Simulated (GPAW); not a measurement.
Crystal: Ag.

```
Ag
1.0
     0.00000    2.04275    2.04275
     2.04275    0.00000    2.04275
     2.04275    2.04275    0.00000
Ag
1
Direct
  0.00000 0.00000 0.00000
```

```yaml
Program: GPAW 26.7.0
Task: single point
Functional: PBE
Potentials_or_basis: GPAW PAW data sets (gpaw-data 1.2.1)
Cutoff: 600 eV
Basis: pw
k_mesh: 11 × 11 × 11
Occupations: fermi-dirac, width 0.05 eV
Spin: no spin polarisation
```

On this cell: pressure 4.3 GPa; band gap on the k mesh none (metal or under the smearing width).

The same run follows on a disturbed copy (cell strained at random at fixed volume):

```xyz
1
Lattice="-0.0062 2.0386 2.0672 2.0150 0.0469 2.0140 2.0856 2.0561 -0.0237" Properties=species:S:1:pos:R:3 pbc="T T T"
Ag    0.0358   -0.0156    0.0623
```

**Question.** What does the disturbed cell give?

**Answer.** The energy (extrapolated to zero smearing) moves by +6.5 meV/atom; pressure 4.7 GPa; band gap on the k mesh none (metal or under the smearing width).

Stress tensor (GPa, compression positive):
```
 4.94 -1.83  1.52
-1.83  4.69 -0.85
 1.52 -0.85  4.62
```
